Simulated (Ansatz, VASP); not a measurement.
MgI2 in VASP and in Ansatz

```
CELL_PARAMETERS angstrom
4.15370 0.00000 0.00000
-2.07685 3.59721 0.00000
0.00000 0.00000 6.86200
ATOMIC_POSITIONS crystal
Mg 0.91944 0.94103 0.00000
I 0.33333 0.66667 0.75763
I 0.66667 0.33333 0.24237
```

Change from the starting cell: all Mg atoms moved -0.300 Å, as atom 1 along Cartesian [1 1 0].

Alike in both runs: task single point; functional PBE; k mesh 6 × 6 × 4; occupations gaussian, width 0.05 eV; no spin polarisation.

```csv
,VASP,Ansatz
version,VASP 6.6.1,Ansatz 0.2.0
potentials or method,"VASP PAW PBE potentials, release 64 (Mg, I)","scalar-relativistic, plane waves, PAW"
plane-wave cutoff (eV),520,420
valence electrons in the cell,16,44
```

```tsv
	VASP	Ansatz	Ansatz less VASP
gap on the k mesh at the Fermi level (eV)	3.49	3.51	+0.020
least direct gap on the mesh (eV)	3.67	3.69	+0.017
pressure (GPa)	2.1	2.1	+0.05
largest component of the traceless stress (GPa)	0.90	0.89	-0.003
rms of the force components (eV/Å)	0.362	0.363	+0.0009
```

Atom by atom the forces differ by 0.004 eV/Å (rms over components). The two sets of potentials don't hold the same shells in valence.

Caveats: spin-orbit coupling is left out, which moves the levels of the heavy elements. A k mesh can miss the band edges.
